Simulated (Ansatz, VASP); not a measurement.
Two plane-wave programs on Li4S5

```xyz
9
Lattice="3.3904 0.0000 0.0000 -1.6952 2.9361 0.0000 0.0000 0.0000 16.6495" Properties=species:S:1:pos:R:3 pbc="T T T"
Li    0.0000    0.0000    2.3000
Li    0.0000    1.9574    6.1551
Li    1.6952    0.9787    9.2654
Li    0.0000    1.9574   15.0943
S     0.0000    0.0000    0.0000
S     0.0000    0.0000    4.6000
S     0.0000    0.0000    7.7103
S     0.0000    1.9574   10.8206
S     0.0000    0.0000   13.5392
```

Alike in both runs: task single point; functional PBE; dispersion D3(BJ); k mesh 6 × 6 × 1; occupations gaussian, width 0.1 eV; no spin polarisation.

```csv
,VASP,Ansatz
version,VASP 6.6.1,Ansatz 0.2.0
potentials or method,"VASP PAW PBE potentials, release 64 (Li_sv, S)","scalar-relativistic, plane waves, PAW"
plane-wave cutoff (eV),520,420
valence electrons in the cell,42,42
```

|  | VASP | Ansatz | Ansatz less VASP |
| --- | --- | --- | --- |
| gap on the k mesh at the Fermi level (eV) | none | none | - |
| rms of the force components (eV/Å) | 0.222 | 0.222 | +0.0008 |

Atom by atom the forces differ by 0.003 eV/Å (rms over components). A gap of «none» marks a metal or a gap that the smearing closes.

Caveats: the k mesh is coarse (spacing up to 0.38 Å⁻¹), so the values aren't converged.
